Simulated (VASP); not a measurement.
# Sb (R-3m) in VASP: a series of runs

The runs below take Sb through relaxation of cell and atoms, with r2SCAN.

All numbers are computed with VASP 6.6.1; they aren't measurements. Logs are shortened: lines on timing, memory, paths and dates and some standing lists are left out, and cuts for length are marked.

## 1. Starting point

Symmetry: R-3m, No. 166, trigonal system. Conventional cell: a = 4.344 Å, b = 4.344 Å, c = 11.557 Å, α = 90.00°, β = 90.00°, γ = 120.00°. Sb (site symmetry 3m) has 3 Sb at 2.93 Å as nearest neighbours.

## 2. Relaxation of cell and atoms, r2SCAN

INCAR reads:

```
  PREC = Accurate
  ENCUT = 600
  EDIFF = 1E-7
  ISMEAR = 1
  SIGMA = 0.1
  LREAL = False
  LASPH = True
  NELM = 80
  ALGO = Normal
  ISIF = 3
  LWAVE = False
  LCHARG = False
  METAGGA = R2SCAN
  LMIXTAU = True
  IBRION = 2
  NSW = 90
  EDIFFG = -0.005
```

KPOINTS reads:

```
regular mesh
0
Gamma
  10 10 10
```

POSCAR reads:

```
Sb                                      
1.0
    2.1722399708      1.2541433319      3.8523586547
   -2.1722399708      1.2541433319      3.8523586547
   -0.0000000000     -2.5082866638      3.8523586547
  Sb            
     2
Direct
     0.2319768380848306    0.2319768380848306    0.2319768380848306
     0.7680231619151694    0.7680231619151694    0.7680231619151694
```

Potentials or basis: VASP PAW PBE potentials, release 64 (Sb).

On the command line:

```console
cat potpaw_PBE.64/Sb/POTCAR > POTCAR
mpirun -np 1 vasp_std > vasp.out
```

OUTCAR:

```text
PREC = Accurate
   ENCUT = 600
   EDIFF = 1E-7
   ISMEAR = 1
   LREAL = False
   LASPH = True
   NELM = 80
   ISIF = 3
   METAGGA = R2SCAN
   IBRION = 2
   NSW = 90
   EDIFFG = -0.005

 ion  position               nearest neighbor table
   1  0.232  0.232  0.232-   2 2.93   2 2.93   2 2.93   2 3.43   2 3.43   2 3.43
   2  0.768  0.768  0.768-   1 2.93   1 2.93   1 2.93   1 3.43   1 3.43   1 3.43

  LATTYP: Found a trigonal (rhomboedric) cell.
 ALAT       =     4.5969739168
 COS(alpha) =     0.5534176877

  Lattice vectors:

 A1 = (   2.1722399708,   1.2541433319,   3.8523586547)
 A2 = (  -2.1722399708,   1.2541433319,   3.8523586547)
 A3 = (   0.0000000000,  -2.5082866638,   3.8523586547)

Analysis of symmetry for initial positions (statically):
=====================================================================
 Subroutine PRICEL returns:
 Original cell was already a primitive cell.

 Routine SETGRP: Setting up the symmetry group for a
 trigonal (rhombohedral) supercell.

 Subroutine GETGRP returns: Found 12 space group operations
 (whereof 12 operations were pure point group operations)
 out of a pool of 12 trial point group operations.

The static configuration has the point symmetry D_3d.

Analysis of symmetry for dynamics (positions and initial velocities):
=====================================================================
 Subroutine PRICEL returns:
 Original cell was already a primitive cell.

 Routine SETGRP: Setting up the symmetry group for a
 trigonal (rhombohedral) supercell.

 Subroutine GETGRP returns: Found 12 space group operations
 (whereof 12 operations were pure point group operations)
 out of a pool of 12 trial point group operations.

The dynamic configuration has the point symmetry D_3d.

 Subroutine INISYM returns: Found 12 space group operations
 (whereof 12 operations are pure point group operations),
 and found     1 'primitive' translations

----------------------------------------------------------------------------------------

                                     Primitive cell

  volume of cell :      62.9699

  direct lattice vectors                    reciprocal lattice vectors
     2.172239971  1.254143332  3.852358655     0.230177147  0.132892838  0.086527077
    -2.172239971  1.254143332  3.852358655    -0.230177147  0.132892838  0.086527077
     0.000000000 -2.508286664  3.852358655     0.000000000 -0.265785676  0.086527077

  length of vectors
     4.596973917  4.596973917  4.596973917     0.279515582  0.279515582  0.279515582

  position of ions in fractional coordinates (direct lattice)
     0.231976838  0.231976838  0.231976838
     0.768023162  0.768023162  0.768023162

  ion indices of the primitive-cell ions
   primitive index   ion index
                 1           1
                 2           2

----------------------------------------------------------------------------------------

 KPOINTS: regular mesh

Automatic generation of k-mesh.
 Grid dimensions read from file:
 generate k-points for:   10   10   10

 Generating k-lattice:

  Cartesian coordinates                     Fractional coordinates (reciprocal lattice)
     0.023017715  0.013289284  0.008652708     0.100000000  0.000000000  0.000000000
    -0.023017715  0.013289284  0.008652708     0.000000000  0.100000000  0.000000000
     0.000000000 -0.026578568  0.008652708     0.000000000  0.000000000  0.100000000

  Length of vectors
     0.027951558  0.027951558  0.027951558

  Shift w.r.t. Gamma in fractional coordinates (k-lattice)
     0.000000000  0.000000000  0.000000000

 Subroutine IBZKPT returns following result:
 ===========================================

 Found    116 irreducible k-points:

 Following reciprocal coordinates:
            Coordinates               Weight
  0.000000  0.000000  0.000000      1.000000
  0.100000  0.000000  0.000000      6.000000
  0.200000  0.000000  0.000000      6.000000
  0.300000  0.000000 -0.000000      6.000000
  0.400000  0.000000 -0.000000      6.000000
  0.500000  0.000000  0.000000      3.000000
[... 16 lines left out ...]
  0.300000  0.300000 -0.000000      6.000000
  0.400000  0.300000 -0.000000     12.000000
 [... further k-points ...]
   k-points           NKPTS =    116   k-points in BZ     NKDIM =    116   number of bands    NBANDS=      9
   number of dos      NEDOS =    301   number of ions     NIONS =      2
   total plane-waves  NPLWV =  64000
   dimension x,y,z NGX =    40 NGY =   40 NGZ =   40
   dimension x,y,z NGXF=    80 NGYF=   80 NGZF=   80
   ions per type =               2
   NGX,Y,Z   is equivalent  to a cutoff of  14.47, 14.47, 14.47 a.u.
   NGXF,Y,Z  is equivalent  to a cutoff of  28.93, 28.93, 28.93 a.u.
 SYSTEM =  unknown system
   PREC   = accura    normal or accurate (medium, high low for compatibility)
   ISTART =      0    job   : 0-new  1-cont  2-samecut
   ICHARG =      2    charge: 1-file 2-atom 10-const
   ISPIN  =      1    spin polarized calculation?
   LNONCOLLINEAR =      F non collinear calculations
   LSORBIT =      F    spin-orbit coupling
   LASPH  =      T    aspherical Exc in radial PAW
   ENCUT  =  600.0 eV  44.10 Ry    6.64 a.u.   9.18  9.18  9.18*2*pi/ulx,y,z
   NELM   =     80;   NELMIN=  2; NELMDL= -5     # of ELM steps
   EDIFF  = 0.1E-06   stopping-criterion for ELM
   LREAL  =      F    real-space projection
   EDIFFG = -.5E-02   stopping-criterion for IOM
   NSW    =     90    number of steps for IOM
   IBRION =      2    ionic relax: 0-MD 1-quasi-New 2-CG
   NFREE  =      1    steps in history (QN), initial steepest desc. (CG)
   ISIF   =      3    stress and relaxation
   ISYM   =      2    0-nonsym 1-usesym 2-fastsym
   POTIM  = 0.5000    time-step for ionic-motion
   TEBEG  =    0.0;   TEEND  =   0.0 temperature during run
   PSTRESS=    0.0 pullay stress
   NELECT =      10.0000    total number of electrons
   NUPDOWN=      -1.0000    fix difference up-down
   EMIN   =  10.00;   EMAX   =-10.00  energy-range for DOS
   EFERMI =   0.00;   METHOD = LEGACY
   ISMEAR =     1;   SIGMA  =   0.10  broadening in eV -4-tet -1-fermi 0-gaus
   EFERMI_NEDOS =   21; number of points for ismear=-14 and -15
   IALGO  =     38    algorithm
   IMIX   =      4    mixing-type and parameters
     AMIX     =   0.40;   BMIX     =  1.00
     AMIX_MAG =   1.60;   BMIX_MAG =  1.00
  volume/ion in A,a.u.               =      31.48       212.47
  Fermi-wavevector in a.u.,A,eV,Ry     =   0.886538  1.675313 10.693485  0.785949
  Thomas-Fermi vector in A             =   2.007717
   LORBIT       =      0    0 simple, 1 ext, 2 COOP (PROOUT), +10 PAW based schemes
   METAGGA = R2SCAN    functional components
   LHFCALC =     F    Hartree Fock is set to
   AEXX    =    0.0000 exact exchange contribution
   IVDW    =     0    specifies the selected vdW correction
   LEPSILON=     F    determine dielectric tensor
   LRPA    =     F    only Hartree local field effects (RPA)
 conjugate gradient relaxation of ions
 non-spin polarized calculation
 Methfessel and Paxton  Order N= 1 SIGMA  =   0.10
  energy-cutoff  :      600.00
  volume of cell :       62.97
 maximum number of plane-waves:      2119
 NGX is ok and might be reduce to    40
   NGX = 19   NGY = 19   NGZ = 19

 number of electron      10.0000000 magnetization

 Free energy of the ion-electron system (eV)
  ---------------------------------------------------
  ext. energy  EPLUGINS =         0.00000000
  ---------------------------------------------------
  free energy    TOTEN  =       -51.39578131 eV

  energy without entropy =      -51.39572566  energy(sigma->0) =      -51.39576276

 E-fermi :   6.8016     XC(G=0):  -9.7977

 val. band max:        6.7302573804   @ k =   0.4000   0.2000   0.2000
 cond. band min:       6.8017346273   @ k =   0.4000   0.3000   0.3000
 fundamental gap:      0.0714772469
 Fermi energy:         6.8016464349

 k-point     1 :       0.0000    0.0000    0.0000
  band No.  band energies     occupation
      1      -6.3196      2.00000
      2       1.7095      2.00000
      3       4.5180      2.00000
      4       4.8244      2.00000
      5       4.8244      2.00000
      6       8.7147     -0.00000
      7       9.4114      0.00000
      8       9.4114      0.00000
      9      12.2930      0.00000

 k-point     2 :       0.1000    0.0000    0.0000
  band No.  band energies     occupation
      1      -6.2072      2.00000
      2       1.2241      2.00000
      3       4.5598      2.00000
      4       4.7884      2.00000
      5       4.9856      2.00000
      6       8.7160     -0.00000
      7       9.1477      0.00000
      8       9.1876      0.00000
      9      11.8175      0.00000

 k-point     3 :       0.2000    0.0000    0.0000
  band No.  band energies     occupation
      1      -5.8723      2.00000
      2       0.1416      2.00000
      3       4.5488      2.00000
      4       4.7062      2.00000
      5       5.3680      2.00000
      6       8.3460     -0.00000
      7       8.5914     -0.00000
      8       8.6289     -0.00000
      9      11.7541      0.00000

 k-point     4 :       0.3000    0.0000   -0.0000
  band No.  band energies     occupation
      1      -5.3235      2.00000
      2      -1.1125      2.00000
      3       4.5632      2.00000
      4       4.6266      2.00000
      5       5.7384      2.00000
      6       7.6985     -0.00000
      7       7.8826     -0.00000
      8       8.0257     -0.00000
      9      12.4058      0.00000
[... 205 lines left out ...]
 k-point    22 :      -0.2000    0.2000    0.0000
  band No.  band energies     occupation
      1      -5.1173      2.00000
      2      -1.1843      2.00000
      3       3.0474      2.00000
      4       5.3441      2.00000
      5       5.3559      2.00000
      6       7.2248     -0.00000
      7       7.6496     -0.00000
      8      10.3255      0.00000
      9      11.5806      0.00000

 k-point    23 :       0.3000    0.3000   -0.0000
  band No.  band energies     occupation
      1      -5.1205      2.00000
      2      -0.6322      2.00000
      3       2.7970      2.00000
      4       3.5025      2.00000
      5       4.0289      2.00000
      6       8.8447      0.00000
      7      10.0500      0.00000
      8      10.8010      0.00000
      9      11.7206      0.00000

 k-point    24 :       0.4000    0.3000   -0.0000
  band No.  band energies     occupation
      1      -4.6684      2.00000
      2      -1.1884      2.00000
      3       2.3129      2.00000
      4       3.2891      2.00000
      5       3.6811      2.00000
      6       9.0212      0.00000
      7      10.6953      0.00000
      8      11.0461      0.00000
      9      11.5076      0.00000

 [... further k-points ...]

------------------------ aborting loop because EDIFF is reached ----------------------------------------

  FORCE on cell =-STRESS in cart. coord.  units (eV):
  Direction    XX          YY          ZZ          XY          YZ          ZX
  --------------------------------------------------------------------------------------
  -------------------------------------------------------------------------------------
  Total        0.0047830      0.0047830      0.0032646      0.0000000     -0.0000000      0.0000000
  in kB        0.1216954      0.1216954      0.0830626      0.0000000     -0.0000000      0.0000000
  external PRESSURE =       0.1088178 kB  Pullay stress =       0.0000000 kB

 VOLUME and BASIS-vectors are now :
 -----------------------------------------------------------------------------
  energy-cutoff  :      600.00
  volume of cell :       62.97
      direct lattice vectors                 reciprocal lattice vectors
     2.172239971  1.254143332  3.852358655     0.230177147  0.132892838  0.086527077
    -2.172239971  1.254143332  3.852358655    -0.230177147  0.132892838  0.086527077
     0.000000000 -2.508286664  3.852358655     0.000000000 -0.265785676  0.086527077

 POSITION                                       TOTAL-FORCE (eV/Angst)
 -----------------------------------------------------------------------------------
      0.00000      0.00000      2.68097         0.000000      0.000000      0.000473
      0.00000      0.00000      8.87610         0.000000     -0.000000     -0.000473
 -----------------------------------------------------------------------------------
    total drift:                                0.000000     -0.000000      0.000000

  FREE ENERGIE OF THE ION-ELECTRON SYSTEM (eV)
  ---------------------------------------------------
  free  energy   TOTEN  =       -51.3957813052 eV

  energy  without entropy=      -51.3957256603  energy(sigma->0) =      -51.39576276

 reached required accuracy - stopping structural energy minimisation
```

Wall time 5 min (1 thread of Intel Xeon Platinum 8488C (Sapphire Rapids), shared host); peak memory 0.29 GiB.

Results:

* Free energy: -51.3958 eV
* Pressure after relaxing: 0.0 GPa
* Band gap on the k mesh: none (metal or under the smearing width)

Final structure:
```xyz
2
Lattice="2.1722 1.2541 3.8524 -2.1722 1.2541 3.8524 0.0000 -2.5083 3.8524" Properties=species:S:1:pos:R:3 pbc="T T T"
Sb    0.0000    0.0000    2.6810
Sb    0.0000    0.0000    8.8761
```

Levels at points of the mesh, in eV from the Fermi level:
| k point | band 1 | band 2 | band 3 | band 4 | band 5 | band 6 | band 7 | band 8 | band 9 |
| --- | --- | --- | --- | --- | --- | --- | --- | --- | --- |
| (0.00, 0.00, 0.00) | -13.12 | -5.09 | -2.28 | -1.98 | -1.98 | 1.91 | 2.61 | 2.61 | 5.49 |
| (0.50, 0.00, 0.00) | -10.76 | -9.92 | -2.24 | -2.14 | -0.39 | -0.15 | 0.28 | 0.63 | 7.85 |
| (0.50, 0.50, 0.00) | -10.77 | -8.40 | -5.47 | -3.88 | -3.80 | 1.69 | 4.87 | 5.70 | 6.86 |
| (0.50, 0.50, 0.50) | -11.72 | -9.15 | -1.51 | -1.51 | -0.44 | 0.20 | 0.20 | 1.27 | 7.22 |

Caveat: the relaxation stopped at its first step, so nothing moved; the PAW data sets were made with another functional, which shifts forces and pressure a little.

## 3. Relaxation of cell and atoms, r2SCAN, target pressure 6.4 GPa, at which the enthalpy is minimised

This run uses another cell than the first one, of 30.21 Å³/atom, 0.959 times its volume.

INCAR reads:

```
ALGO = Normal
EDIFF = 1E-6
EDIFFG = -0.01
ENCUT = 600
IBRION = 2
ISIF = 3
ISMEAR = 1
LASPH = T
LCHARG = F
LMIXTAU = T
LREAL = F
LWAVE = F
METAGGA = R2SCAN
NELM = 80
NSW = 90
PREC = Accurate
PSTRESS = 64.0
SIGMA = 0.1
```

KPOINTS reads:

```
k-points
0
Gamma
  10 10 10
```

POSCAR reads:

```
Sb
1.0
    2.1542000000      1.2437279499      3.7580000000
   -2.1542000000      1.2437279499      3.7580000000
    0.0000000000     -2.4874558998      3.7580000000
Sb
2
Direct
    0.2334900000      0.2334900000      0.2334900000
    0.7665100000      0.7665100000      0.7665100000
```

Potentials or basis: VASP PAW PBE potentials, release 64 (Sb).

On the command line:

```console
cat potpaw_PBE.64/Sb/POTCAR > POTCAR
mpirun -np 1 vasp_std > vasp.out
```

Run time: 12 min. Hardware: 1 thread of Intel Xeon 6975P-C (Granite Rapids), shared host; peak memory 0.27 GiB.

Results (log left out):

```yaml
Free_energy: -51.2604 eV
Relaxed_volume: 27.61 Å³/atom
Relaxed_cell: a = 4.305 Å, b = 4.305 Å, c = 4.305 Å, α = 59.08°, β = 59.08°, γ = 59.08°
Space_group_after_relaxing_to_0.05_Å: R-3m (No. 166)
Energy_change_on_relaxing_the_enthalpy_is_what_falls: +61.5 meV/atom
Ionic_steps: 14
Pressure_after_relaxing: 6.4 GPa
Largest_force_after_relaxing: 0.008 eV/Å
Band_gap_on_the_k_mesh: none (metal or under the smearing width)
```

Forces on the atoms (eV/Å):
```
Sb   0.000  0.000  0.008
Sb   0.000  0.000 -0.008
```

The path:
| step | energy change (eV) | largest force (eV/Å) | pressure (GPa) | volume (Å³) |
| --- | --- | --- | --- | --- |
| 1 | 0.0000 | 0.0697 | 1.82 | 60.41 |
| 2 | 0.2932 | 0.8384 | 12.44 | 53.18 |
| 3 | 0.0913 | 0.4304 | 6.43 | 56.71 |
| 4 | 0.0965 | 0.2467 | 6.47 | 56.21 |
| 5 | 0.1222 | 0.0102 | 6.60 | 55.31 |
| 6 | 0.1276 | 0.0178 | 6.63 | 55.16 |
| 7 | 0.1113 | 0.0388 | 6.00 | 55.54 |
| 8 | 0.1118 | 0.0375 | 6.01 | 55.53 |
| 9 | 0.1184 | 0.0024 | 6.26 | 55.35 |
| 10 | 0.1201 | 0.0122 | 6.32 | 55.30 |
| 11 | 0.1202 | 0.0125 | 6.32 | 55.30 |
| 12 | 0.1230 | 0.0132 | 6.42 | 55.23 |
| 13 | 0.1231 | 0.0132 | 6.42 | 55.23 |
| 14 | 0.1231 | 0.0076 | 6.40 | 55.23 |

Final structure:
```
Sb
1.0
     2.12234    1.22533    3.53933
    -2.12234    1.22533    3.53933
     0.00000   -2.45066    3.53933
Sb
2
Cartesian
  0.0000 0.0000 2.5373
  0.0000 0.0000 8.0807
```

Levels at points of the mesh, in eV from the Fermi level:
| k point | band 1 | band 2 | band 3 | band 4 | band 5 | band 6 | band 7 | band 8 | band 9 |
| --- | --- | --- | --- | --- | --- | --- | --- | --- | --- |
| (0.00, 0.00, 0.00) | -13.90 | -4.12 | -2.22 | -2.18 | -2.18 | 2.84 | 3.25 | 3.25 | 5.09 |
| (0.50, 0.00, 0.00) | -11.08 | -10.56 | -1.84 | -1.61 | -0.49 | -0.03 | 0.18 | 0.53 | 8.96 |
| (0.50, 0.50, 0.00) | -11.04 | -8.10 | -6.37 | -4.35 | -4.35 | 1.74 | 5.87 | 6.14 | 8.44 |
| (0.50, 0.50, 0.50) | -11.63 | -10.05 | -1.42 | -1.42 | -0.38 | -0.38 | -0.09 | 1.07 | 8.46 |

Caveat: the cell is relaxed towards a set pressure, so the enthalpy falls and the energy may rise; the PAW data sets were made with another functional, which shifts forces and pressure a little.
